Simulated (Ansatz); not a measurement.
The system is MnS.

```
Mn S
1.0
     3.95358    0.00000    0.00000
    -1.97679    3.42390    0.00000
     0.00000    0.00000    6.34253
Mn S
2 2
Direct
  0.66667 0.33333 0.49884
  0.33333 0.66667 0.99884
  0.33333 0.66667 0.62615
  0.66667 0.33333 0.12615
```

The cell is a database's computed one.

Base run:

```yaml
Program: Ansatz 0.2.0
Functional: PBEsol
Potentials_or_basis: Ansatz PAW
Cutoff: "420 eV (not typed: the program's choice for these potentials)"
k_mesh: 7 × 7 × 4
Occupations: fermi-dirac, width 0.05 eV
Spin: collinear spin, ferromagnetic start
Starting_moments: "[6.0, 6.0, 0.0, 0.0] μB"
Fixed_moment: 12 μB
```

Its results: pressure 10.6 GPa; site moments Mn +4.27; S +0.50 μB; largest force 0.297 eV/Å.

Task: The run is repeated on the same cell with these changes: fixed moment from 12 μB to 8 μB; moments at the start from [6.0, 6.0, 0.0, 0.0] to [4.0, 4.0, 0.0, 0.0]. What comes out?

Result: Pressure -8.0 GPa; site moments Mn +3.52; S -0.01 μB; largest force 0.105 eV/Å.

Caveats: the total moment is fixed, so each spin has its own Fermi level; only a ferromagnetic start was run, and an antiferromagnetic order may lie lower in energy; the PAW data sets come from PBE, with cores solved anew for the run's functional, which leaves a small shift of forces and pressure; the thresholds are loose for stress.
